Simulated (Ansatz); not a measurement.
Gd:

```
Gd
1.0
    -2.02500    2.02500    2.02500
     2.02500   -2.02500    2.02500
     2.02500    2.02500   -2.02500
Gd
1
Direct
  0.00000 0.00000 0.00000
```

This isn't the form of Gd at room conditions, which is hcp.

Program: Ansatz 0.2.0. Alike in all runs: task single point; level PBE; potentials or basis Ansatz PAW; cell as given; k mesh 8 × 8 × 8; cutoff (eV) 420; smearing fermi-dirac 0.05 eV.

Problem. Order these runs on this cell by their pressure, lowest first.
A. spin collinear, ferromagnetic start; fixed moment (μB) 14.0
B. spin collinear, ferromagnetic start; fixed moment (μB) 1.8
C. spin collinear, program default start; fixed moment (μB) 0.0
D. spin collinear, ferromagnetic start; fixed moment (μB) 3.5

Solution. C (-2.3 GPa), B (1.4 GPa), D (3.2 GPa), A (9.9 GPa).

Caveats: the total moment is fixed, so each spin has its own Fermi level; the thresholds are loose for stress.
